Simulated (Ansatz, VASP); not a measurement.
# SnSe2: VASP beside Ansatz

File INCAR:

```
SYSTEM = SnSe2
  ALGO = Normal
  EDIFF = 1E-6
  ENCUT = 520
  GGA = PS
  ISIF = 2
  ISMEAR = 0
  IVDW = 12
  LASPH = .True.
  LCHARG = .False.
  LREAL = .False.
  LWAVE = .False.
  NBANDS = 20
  NELM = 80
  PREC = Accurate
  SIGMA = 0.05
```

The input KPOINTS:

```
k-points
0
Gamma
  12 12 6
  0 0 0
```

Contents of POSCAR:

```
SnSe2
1.0
    3.8109987816      0.0000000000      0.0000000000
   -1.9054993908      3.3004217586      0.0000000000
    0.0000000000      0.0000000000      5.8915200000
Sn Se
1 2
Direct
    0.0000000000      0.0000000000      0.0000000000
    0.3333333333      0.6666666667      0.2500000000
    0.6666666667      0.3333333333      0.7500000000
```

Input for Ansatz:

```yaml
crystal:
  lattice:
    - [3.8109987816, 0.0, 0.0]
    - [-1.9054993908, 3.3004217586, 0.0]
    - [0.0, 0.0, 5.89152]
  atoms:
    - { symbol: Sn, position: [0.0, 0.0, 0.0] }
    - { symbol: Se, position: [0.3333333333, 0.6666666667, 0.25] }
    - { symbol: Se, position: [0.6666666667, 0.3333333333, 0.75] }
basis:
  ecutwfc: 420
kpoints:
  mp_grid: { grid: [12, 12, 6] }
hamiltonian:
  xc: pbesol
  dispersion: d3bj
scf:
  occupations: { method: gaussian, width: 0.05 }
output:
  forces: true
  stress: true
  eigenvalues: true
```

Change from the starting cell: strain +0.000 along x and y, -0.040 along z, atoms carried along.

Alike in both runs: task single point; functional PBEsol; dispersion D3(BJ); k mesh 12 × 12 × 6; occupations gaussian, width 0.05 eV; no spin polarisation.

```csv
,VASP,Ansatz
version,VASP 6.6.1,Ansatz 0.2.0
potentials or method,"VASP PAW PBE potentials, release 64 (Sn_d, Se)","scalar-relativistic, plane waves, PAW"
plane-wave cutoff (eV),520,420
valence electrons in the cell,26,46
```

|  | VASP | Ansatz | Ansatz less VASP |
| --- | --- | --- | --- |
| gap on the k mesh at the Fermi level (eV) | 0.45 | 0.46 | +0.009 |
| least direct gap on the mesh (eV) | 0.69 | 0.70 | +0.010 |
| pressure (GPa) | 3.4 | 3.2 | -0.16 |
| largest component of the traceless stress (GPa) | 2.34 | 2.34 | +0.007 |
| rms of the force components (eV/Å) | 0.561 | 0.550 | -0.0113 |

Atom by atom the forces differ by 0.011 eV/Å (rms over components). The two sets of potentials don't hold the same shells in valence.

Caveats: the PAW data sets were made with another functional, which shifts forces and pressure a little (VASP); spin-orbit coupling is left out, which moves the levels of the heavy elements; the cell's inner coordinates are idealised or old, which leaves forces on the atoms.
